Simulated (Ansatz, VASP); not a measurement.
**Tl: VASP beside Ansatz**

```
CELL_PARAMETERS angstrom
-1.03580 2.07160 2.07160
2.07160 -1.03580 2.07160
2.07160 2.07160 -1.03580
ATOMIC_POSITIONS crystal
Tl 0.00000 0.00000 0.00000
```

Alike in both runs: task single point; functional PBEsol; k mesh 18 × 18 × 18; occupations gaussian, width 0.15 eV; no spin polarisation.

```csv
,VASP,Ansatz
version,VASP 6.6.1,Ansatz 0.2.0
potentials or method,"VASP PAW PBE potentials, release 64 (Tl_d)","scalar-relativistic, plane waves, PAW"
plane-wave cutoff (eV),520,420
valence electrons in the cell,13,13
```

```csv
,VASP,Ansatz,Ansatz less VASP
gap on the k mesh at the Fermi level (eV),none,none,-
pressure (GPa),1.1,1.2,+0.03
```

A gap of «none» marks a metal or a gap that the smearing closes.

Caveats: the PAW data sets were made with another functional, which shifts forces and pressure a little (VASP). The runs have no spin-orbit coupling, so splittings on Tl are missing.
